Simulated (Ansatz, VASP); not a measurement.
One calculation of Mn, two programs

```xyz
1
Lattice="0.0000 1.7293 1.7293 1.7293 0.0000 1.7293 1.7293 1.7293 0.0000" Properties=species:S:1:pos:R:3 pbc="T T T"
Mn    1.7293    1.7293    1.7293
```

Alike in both runs: functional PBEsol; k mesh 8 × 8 × 8; occupations gaussian, width 0.1 eV; no spin polarisation.

Ansatz relaxed the structure, and its values are those at the end. VASP's run is a single point on that final structure, the one shown.

|  | VASP | Ansatz |
| --- | --- | --- |
| version | VASP 6.6.1 | Ansatz 0.2.0 |
| potentials or method | VASP PAW PBE potentials, release 64 (Mn_pv) | scalar-relativistic, plane waves, PAW |
| plane-wave cutoff (eV) | 520 | 420 |
| valence electrons in the cell | 13 | 15 |

Ansatz gave:

* gap on the k mesh at the Fermi level (eV): none
* pressure (GPa): 0.1

Q: Which values does VASP return?

A: gap on the k mesh at the Fermi level (eV): none; pressure (GPa): 0.4.

A gap of «none» marks a metal or a gap that the smearing closes. With one functional, cell and mesh, what is left measures potentials, basis and numerics. The two sets of potentials don't hold the same shells in valence.

Caveats: the k mesh is coarse (spacing up to 0.39 Å⁻¹), so the values aren't converged; the PAW data sets were made with another functional, which shifts forces and pressure a little (VASP); the run has no spin polarisation, though such a crystal can be magnetic. Spin polarisation is off, so any magnetic state and its effect on volume and gap are missing.
